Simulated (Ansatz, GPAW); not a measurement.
## Cu: 3 runs at one level of theory

```
CELL_PARAMETERS angstrom
2.53076 0.00000 0.00000
-1.26538 2.19171 0.00000
0.00000 0.00000 8.26182
ATOMIC_POSITIONS crystal
Cu 0.66667 0.33333 0.75000
Cu 0.00000 0.00000 0.50000
Cu 0.33333 0.66667 0.25000
Cu 0.00000 0.00000 0.00000
```

This isn't the form of Cu at room conditions, which is fcc.

Alike in all runs: task single point; functional PBEsol; k mesh 12 × 12 × 4; occupations fermi-dirac, width 0.05 eV; no spin polarisation; no spin-orbit coupling. Pressure is positive in compression and, in plane waves, holds the error of the finite cutoff, which Ansatz's Pulay term estimates and takes out.

```tsv
program and potentials	plane-wave cutoff (eV)	notes	band gap (eV)	pressure (GPa)
Ansatz, Ansatz PAW	420	potentials made for PBE, which Ansatz adapts in part; 19 valence electrons an atom on average; Pulay term of +0.12 GPa included	no gap	-1.88
GPAW, PAW data sets generated for this functional	600	11 valence electrons an atom on average; this data set often lies off other programs	no gap	0.14
Ansatz, all-electron LAPW, scalar-relativistic	-	-	no gap	-1.88
```

None finds a gap. The pressure spans -1.88 (Ansatz, all-electron LAPW, scalar-relativistic) to 0.14 GPa (GPAW, PAW data sets generated for this functional), with all-electron results at -1.88.

Differences between rows come from potentials, basis sets and numerical settings, since the functional is the same but for its coding. Runs on potential files found faulty are left out.
